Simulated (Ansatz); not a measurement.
# Zone-centre phonons of ZrS$_{2}$ at 30 GPa: input and output

The calculation used DFT PBEsol, scalar-relativistic, plane waves, PAW (Ansatz 0.2.0).

Launched with:
```bash
ansatz run input.yaml --threads 1 --pin off --max-ram 3072MiB --backend cpu --events-out ev --progress --plain --runs-dir out
```

Input (bare energies are in eV):
```yaml
crystal:
  lattice:
    - [3.2611013526, 0.0, 0.0]
    - [-1.6305506763, 2.8241966156, 0.0]
    - [0.0, 0.0, 5.0958031088]
  atoms:
    - { symbol: Zr, position: [0.0, 0.0, 0.0] }
    - { symbol: S, position: [0.3333333333, 0.6666666667, 0.3051820526] }
    - { symbol: S, position: [0.6666666667, 0.3333333333, 0.6948179474] }
basis:
  ecutwfc: 420
kpoints:
  mp_grid: { grid: [12, 12, 8] }
hamiltonian:
  xc: pbesol
scf:
  occupations: { method: fermi_dirac, width: 0.15 }
output:
  eigenvalues: true
phonons:
  method: dfpt
  eigenvectors: true
```

Results section of the output:
```
--- Phonons (Γ-DFPT): 4 representative perturbations + reference, on 320 of 1152 k-points (Σ response iterations 12) ---
  k mesh reduced under 2 symmetry operations, with k and −k counted as one. Each operation leaves every solved perturbation unchanged. A smaller set is not used because it would not reduce the number of displacements ...
  ASR residual: 2.366e-4 → 0.000e0 eV/Å²; symmetrization residual: 5.764e-6 eV/Å²
  ASR residual per site (eV/Å²): 2.37e-4 3.24e-5 3.24e-5
  Γ frequencies (cm⁻¹): 0.00 0.00 0.00 232.14 232.14 269.11 269.11 423.31 424.80
  non-analytic LO–TO correction: not included (Born effective charges unavailable; polar crystals: no LO–TO splitting at Γ)
```

Time: 84 s on 1 thread of Arm Neoverse V2 (shared host), peak memory 1.1 GiB.

In a metal, frequencies and elastic constants depend on the k mesh and the smearing, soft modes and shear constants most. Other phases may be more stable at this pressure. A semilocal functional can close a gap that the real compound has.